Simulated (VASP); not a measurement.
# Li (P6_3/mmc) in VASP: reference runs

How does Li come out in PBE? The cell is run as given and disturbed.

Program: VASP 6.6.1. These are calculated values, not measurements. Logs are shortened: lines on timing, memory, paths and dates and some standing lists are left out, and cuts for length are marked.

### Step 1. The crystal as given

The structure is hexagonal, space group P6_3/mmc (No. 194). The conventional cell has a = 3.034 Å, b = 3.034 Å, c = 10.216 Å, α = 90.00°, β = 90.00°, γ = 120.00°. Around Li (site symmetry -6m2) lie 12 Li at 3.03 to 3.10 Å. Around Li (site symmetry -3m) lie 12 Li at 3.03 to 3.10 Å.

This isn't the form of Li at room conditions, which is bcc.

### Step 2. Single point, PBE

INCAR

```
ALGO = Normal
EDIFF = 1E-7
ENCUT = 520
GGA = PE
ISIF = 2
ISMEAR = -1
LASPH = True
LCHARG = False
LREAL = False
LWAVE = False
NBANDS = 14
NELM = 80
PREC = Accurate
SIGMA = 0.05
```

KPOINTS

```
k-points
0
Gamma
  10 10 3
```

POSCAR

```
Li
1.0
    3.0343856762      0.0000000000      0.0000000000
   -1.5171928381      2.6278550805      0.0000000000
    0.0000000000      0.0000000000     10.2162076700
Li
4
Direct
    0.6666666667      0.3333333333      0.7500000000
    0.0000000000      0.0000000000      0.5000000000
    0.3333333333      0.6666666667      0.2500000000
    0.0000000000      0.0000000000      0.0000000000
```

Potentials or basis: VASP PAW PBE potentials, release 64 (Li_sv).

Launch:

```
cat potpaw_PBE.64/Li_sv/POTCAR > POTCAR
mpirun -np 1 vasp_std > vasp.out
```

OUTCAR:

```text
EDIFF = 1E-7
   ENCUT = 520
   GGA = PE
   ISIF = 2
   ISMEAR = -1
   LASPH = True
   LREAL = False
   NELM = 80
   PREC = Accurate

 ion  position               nearest neighbor table
   1  0.667  0.333  0.750-
   2  0.000  0.000  0.500-
   3  0.333  0.667  0.250-
   4  0.000  0.000  0.000-

  LATTYP: Found a hexagonal cell.
 ALAT       =     3.0343856762
 C/A-ratio  =     3.3668125150

  Lattice vectors:

 A1 = (   3.0343856762,   0.0000000000,   0.0000000000)
 A2 = (  -1.5171928381,   2.6278550805,   0.0000000000)
 A3 = (   0.0000000000,   0.0000000000,  10.2162076700)

Analysis of symmetry for initial positions (statically):
=====================================================================
 Subroutine PRICEL returns:
 Original cell was already a primitive cell.

 Routine SETGRP: Setting up the symmetry group for a
 hexagonal supercell.

 Subroutine GETGRP returns: Found 24 space group operations
 (whereof 12 operations were pure point group operations)
 out of a pool of 24 trial point group operations.

The static configuration has the point symmetry D_3d.
 The point group associated with its full space group is D_6h.

Analysis of symmetry for dynamics (positions and initial velocities):
=====================================================================
 Subroutine PRICEL returns:
 Original cell was already a primitive cell.

 Routine SETGRP: Setting up the symmetry group for a
 hexagonal supercell.

 Subroutine GETGRP returns: Found 24 space group operations
 (whereof 12 operations were pure point group operations)
 out of a pool of 24 trial point group operations.

The dynamic configuration has the point symmetry D_3d.
 The point group associated with its full space group is D_6h.

 Subroutine INISYM returns: Found 24 space group operations
 (whereof 12 operations are pure point group operations),
 and found     1 'primitive' translations

----------------------------------------------------------------------------------------

                                     Primitive cell

  volume of cell :      81.4633

  direct lattice vectors                    reciprocal lattice vectors
     3.034385676  0.000000000  0.000000000     0.329555998  0.190269244  0.000000000
    -1.517192838  2.627855080  0.000000000     0.000000000  0.380538488  0.000000000
     0.000000000  0.000000000 10.216207670     0.000000000  0.000000000  0.097883680

  length of vectors
     3.034385676  3.034385676 10.216207670     0.380538488  0.380538488  0.097883680

  position of ions in fractional coordinates (direct lattice)
     0.666666667  0.333333333  0.750000000
     0.000000000  0.000000000  0.500000000
     0.333333333  0.666666667  0.250000000
     0.000000000  0.000000000  0.000000000

  ion indices of the primitive-cell ions
   primitive index   ion index
                 1           1
                 2           2
                 3           3
                 4           4

----------------------------------------------------------------------------------------

 KPOINTS: k-points

Automatic generation of k-mesh.
 Grid dimensions read from file:
 generate k-points for:   10   10    3

 Generating k-lattice:

  Cartesian coordinates                     Fractional coordinates (reciprocal lattice)
     0.032955600  0.019026924  0.000000000     0.100000000  0.000000000  0.000000000
     0.000000000  0.038053849  0.000000000     0.000000000  0.100000000  0.000000000
     0.000000000  0.000000000  0.032627893     0.000000000  0.000000000  0.333333333

  Length of vectors
     0.038053849  0.038053849  0.032627893

  Shift w.r.t. Gamma in fractional coordinates (k-lattice)
     0.000000000  0.000000000  0.000000000

 Subroutine IBZKPT returns following result:
 ===========================================

 Found     28 irreducible k-points:

 Following reciprocal coordinates:
            Coordinates               Weight
  0.000000  0.000000  0.000000      1.000000
  0.100000  0.000000  0.000000      6.000000
  0.200000  0.000000  0.000000      6.000000
  0.300000  0.000000  0.000000      6.000000
  0.400000  0.000000  0.000000      6.000000
  0.500000 -0.000000  0.000000      3.000000
[... 16 lines left out ...]
  0.300000  0.100000  0.333333     24.000000
  0.400000  0.100000  0.333333     24.000000
 [... further k-points ...]
   k-points           NKPTS =     28   k-points in BZ     NKDIM =     28   number of bands    NBANDS=     14
   number of dos      NEDOS =    301   number of ions     NIONS =      4
   total plane-waves  NPLWV =  46080
   dimension x,y,z NGX =    24 NGY =   24 NGZ =   80
   dimension x,y,z NGXF=    48 NGYF=   48 NGZF=  160
   ions per type =               4
   NGX,Y,Z   is equivalent  to a cutoff of  13.15, 13.15, 13.02 a.u.
   NGXF,Y,Z  is equivalent  to a cutoff of  26.30, 26.30, 26.04 a.u.
 SYSTEM =  unknown system
   PREC   = accura    normal or accurate (medium, high low for compatibility)
   ISTART =      0    job   : 0-new  1-cont  2-samecut
   ICHARG =      2    charge: 1-file 2-atom 10-const
   ISPIN  =      1    spin polarized calculation?
   LNONCOLLINEAR =      F non collinear calculations
   LSORBIT =      F    spin-orbit coupling
   LASPH  =      T    aspherical Exc in radial PAW
   ENCUT  =  520.0 eV  38.22 Ry    6.18 a.u.   5.64  5.64 19.00*2*pi/ulx,y,z
   NELM   =     80;   NELMIN=  2; NELMDL= -5     # of ELM steps
   EDIFF  = 0.1E-06   stopping-criterion for ELM
   LREAL  =      F    real-space projection
   EDIFFG = 0.1E-05   stopping-criterion for IOM
   NSW    =      0    number of steps for IOM
   IBRION =     -1    ionic relax: 0-MD 1-quasi-New 2-CG
   NFREE  =      0    steps in history (QN), initial steepest desc. (CG)
   ISIF   =      2    stress and relaxation
   ISYM   =      2    0-nonsym 1-usesym 2-fastsym
   POTIM  = 0.5000    time-step for ionic-motion
   TEBEG  =    0.0;   TEEND  =   0.0 temperature during run
   PSTRESS=    0.0 pullay stress
   NELECT =      12.0000    total number of electrons
   NUPDOWN=      -1.0000    fix difference up-down
   EMIN   =  10.00;   EMAX   =-10.00  energy-range for DOS
   EFERMI =   0.00;   METHOD = LEGACY
   ISMEAR =    -1;   SIGMA  =   0.05  broadening in eV -4-tet -1-fermi 0-gaus
   EFERMI_NEDOS =   21; number of points for ismear=-14 and -15
   IALGO  =     38    algorithm
   IMIX   =      4    mixing-type and parameters
     AMIX     =   0.40;   BMIX     =  1.00
     AMIX_MAG =   1.60;   BMIX_MAG =  1.00
  volume/ion in A,a.u.               =      20.37       137.44
  Fermi-wavevector in a.u.,A,eV,Ry     =   0.864599  1.633855 10.170777  0.747531
  Thomas-Fermi vector in A             =   1.982719
   LORBIT       =      0    0 simple, 1 ext, 2 COOP (PROOUT), +10 PAW based schemes
   GGA     = PE    functional components
   LHFCALC =     F    Hartree Fock is set to
   AEXX    =    0.0000 exact exchange contribution
   IVDW    =     0    specifies the selected vdW correction
   LEPSILON=     F    determine dielectric tensor
   LRPA    =     F    only Hartree local field effects (RPA)
 non-spin polarized calculation
  energy-cutoff  :      520.00
  volume of cell :       81.46
 maximum number of plane-waves:      2216
 NGX is ok and might be reduce to    24
   NGX = 11   NGY = 11   NGZ = 37

 number of electron      12.0000001 magnetization

 Free energy of the ion-electron system (eV)
  ---------------------------------------------------
  ext. energy  EPLUGINS =         0.00000000
  ---------------------------------------------------
  free energy    TOTEN  =        -7.62831219 eV

  energy without entropy =       -7.61015757  energy(sigma->0) =       -7.61923488

 E-fermi :   0.5654     XC(G=0):  -7.0327

 val. band max:        0.4699168525   @ k =   0.4000   0.1000   0.3333
 cond. band min:       0.5912358664   @ k =   0.3000   0.2000   0.3333
 fundamental gap:      0.1213190139
 Fermi energy:         0.5654344736

 k-point     1 :       0.0000    0.0000    0.0000
  band No.  band energies     occupation
      1     -45.9262      2.00000
      2     -45.9183      2.00000
      3     -45.9183      2.00000
      4     -45.9105      2.00000
      5      -2.9424      2.00000
      6      -1.8758      2.00000
      7      -1.8749      2.00000
      8       0.4389      1.85250
      9       3.2821      0.00000
     10       8.0972      0.00000
     11       8.1003      0.00000
     12      13.4476      0.00000
     13      13.4476      0.00000
     14      13.9991      0.00000

 k-point     2 :       0.1000    0.0000    0.0000
  band No.  band energies     occupation
      1     -45.9246      2.00000
      2     -45.9172      2.00000
      3     -45.9171      2.00000
      4     -45.9096      2.00000
      5      -2.7804      2.00000
      6      -1.7090      2.00000
      7      -1.7082      2.00000
      8       0.6526      0.29757
      9       3.3491      0.00000
     10       8.1822      0.00000
     11       8.1923      0.00000
     12      11.8617      0.00000
     13      12.3917      0.00000
     14      12.9185      0.00000

 k-point     3 :       0.2000    0.0000    0.0000
  band No.  band energies     occupation
      1     -45.9203      2.00000
      2     -45.9139      2.00000
      3     -45.9138      2.00000
      4     -45.9073      2.00000
      5      -2.2939      2.00000
      6      -1.2115      2.00000
      7      -1.2104      2.00000
      8       1.2925      0.00000
      9       3.5201      0.00000
     10       8.1390      0.00000
     11       8.3175      0.00000
     12       9.6891      0.00000
     13      10.2800      0.00000
     14      10.6087      0.00000
[... 324 lines left out ...]
 k-point    23 :       0.3000    0.1000    0.3333
  band No.  band energies     occupation
      1     -45.9110      2.00000
      2     -45.9095      2.00000
      3     -45.9055      2.00000
      4     -45.9041      2.00000
      5      -0.7209      2.00000
      6      -0.3655      2.00000
      7       1.0595      0.00010
      8       2.1091      0.00000
      9       4.5042      0.00000
     10       5.3321      0.00000
     11       6.6877      0.00000
     12       7.0881      0.00000
     13       7.9076      0.00000
     14       8.0534      0.00000

 k-point    24 :       0.4000    0.1000    0.3333
  band No.  band energies     occupation
      1     -45.9075      2.00000
      2     -45.9065      2.00000
      3     -45.9040      2.00000
      4     -45.9030      2.00000
      5       0.4699      1.74212
      6       0.7666      0.03518
      7       1.7794      0.00000
      8       2.2035      0.00000
      9       4.1275      0.00000
     10       4.3029      0.00000
     11       5.2521      0.00000
     12       6.0725      0.00000
     13       7.2653      0.00000
     14       8.2765      0.00000

 [... further k-points ...]

------------------------ aborting loop because EDIFF is reached ----------------------------------------

  FORCE on cell =-STRESS in cart. coord.  units (eV):
  Direction    XX          YY          ZZ          XY          YZ          ZX
  --------------------------------------------------------------------------------------
  -------------------------------------------------------------------------------------
  Total        0.0824228      0.0824228     -0.3925779      0.0000000      0.0000000      0.0000000
  in kB        1.6210495      1.6210495     -7.7210179      0.0000000      0.0000000      0.0000000
  external PRESSURE =      -1.4929730 kB  Pullay stress =       0.0000000 kB

 VOLUME and BASIS-vectors are now :
 -----------------------------------------------------------------------------
  energy-cutoff  :      520.00
  volume of cell :       81.46
      direct lattice vectors                 reciprocal lattice vectors
     3.034385676  0.000000000  0.000000000     0.329555998  0.190269244  0.000000000
    -1.517192838  2.627855080  0.000000000     0.000000000  0.380538488  0.000000000
     0.000000000  0.000000000 10.216207670     0.000000000  0.000000000  0.097883680

 POSITION                                       TOTAL-FORCE (eV/Angst)
 -----------------------------------------------------------------------------------
      1.51719      0.87595      7.66216        -0.000000      0.000000      0.000000
      0.00000      0.00000      5.10810        -0.000000      0.000000     -0.000000
     -0.00000      1.75190      2.55405         0.000000     -0.000000      0.000000
      0.00000      0.00000      0.00000        -0.000000      0.000000     -0.000000
 -----------------------------------------------------------------------------------
    total drift:                               -0.000000      0.000000     -0.000000

  FREE ENERGIE OF THE ION-ELECTRON SYSTEM (eV)
  ---------------------------------------------------
  free  energy   TOTEN  =        -7.6283121868 eV

  energy  without entropy=       -7.6101575691  energy(sigma->0) =       -7.61923488
```

It took 14 s on 1 thread of Intel Xeon 6975P-C (Granite Rapids), shared host; peak memory 0.18 GiB.

What came out:

| Item | Value |
| --- | --- |
| Free energy | -7.6283 eV |
| Band gap on the k mesh | none (metal or under the smearing width) |

Levels at points of the mesh, in eV from the Fermi level:
```csv
k point,band 2,band 3,band 4,band 5,band 6,band 7,band 8,band 9,band 10,band 11
"(0.00, 0.00, 0.00)",-46.48,-46.48,-46.48,-3.51,-2.44,-2.44,-0.13,2.72,7.53,7.53
"(0.50, 0.00, 0.00)",-46.47,-46.47,-46.47,0.05,0.59,0.76,1.34,3.43,3.49,4.94
```

Caveat: the cutoff is under 1.25 times the usual one of these potentials, so pressure, stress and relaxed cells hold a basis-set (Pulay) error.

### Step 3. Single point, PBE (atoms moved at random, drawn with an rms of 0.05 Å)

INCAR

```
SYSTEM = Li
  PREC = Accurate
  ENCUT = 520
  EDIFF = 1E-7
  ISMEAR = -1
  SIGMA = 0.05
  LREAL = .FALSE.
  LASPH = .TRUE.
  NELM = 80
  ALGO = Normal
  ISIF = 2
  LWAVE = .FALSE.
  LCHARG = .TRUE.
  GGA = PE
  LELF = .TRUE.
  LVHAR = .TRUE.
  NBANDS = 14
```

KPOINTS

```
Automatic mesh
0
G
  10 10 3
  0 0 0
```

POSCAR

```
Li
1.0
    3.0343856762      0.0000000000      0.0000000000
   -1.5171928381      2.6278550805      0.0000000000
    0.0000000000      0.0000000000     10.2162076700
Li
4
Direct
    0.6397620000      0.3198250000      0.7500880000
   -0.0076300000     -0.0037160000      0.4961280000
    0.3418650000      0.6679550000      0.2462060000
    0.0059440000      0.0048860000      0.0030640000
```

Potentials or basis: VASP PAW PBE potentials, release 64 (Li_sv).

Launch:

```
cat potpaw_PBE.64/Li_sv/POTCAR > POTCAR
mpirun -np 1 vasp_std > vasp.out
```

It took 51 s on 1 thread of Intel Xeon 6975P-C (Granite Rapids), shared host; peak memory 0.26 GiB.

Results (log left out):

| Property | Result |
| --- | --- |
| Free energy | -7.6256 eV |
| Largest force | 0.062 eV/Å |
| Band gap on the k mesh | none (metal or under the smearing width) |

Forces on the atoms (eV/Å):
```
Li   0.009  0.006 -0.006
Li   0.000 -0.001  0.023
Li  -0.004  0.000  0.044
Li  -0.005 -0.005 -0.062
```

Levels at points of the mesh, in eV from the Fermi level:
| k point | band 4 | band 5 | band 6 | band 7 | band 8 | band 9 |
| --- | --- | --- | --- | --- | --- | --- |
| (0.00, 0.00, 0.00) | -46.44 | -3.51 | -2.45 | -2.43 | -0.12 | 2.71 |
| (0.50, 0.00, 0.00) | -46.43 | 0.09 | 0.57 | 0.75 | 1.26 | 3.49 |
| (0.00, 0.50, 0.00) | -46.43 | 0.04 | 0.60 | 0.77 | 1.38 | 3.40 |
| (0.50, 0.50, 0.00) | -46.43 | 0.03 | 0.60 | 0.77 | 1.40 | 3.39 |

Caveat: the cutoff is under 1.25 times the usual one of these potentials, so pressure, stress and relaxed cells hold a basis-set (Pulay) error.
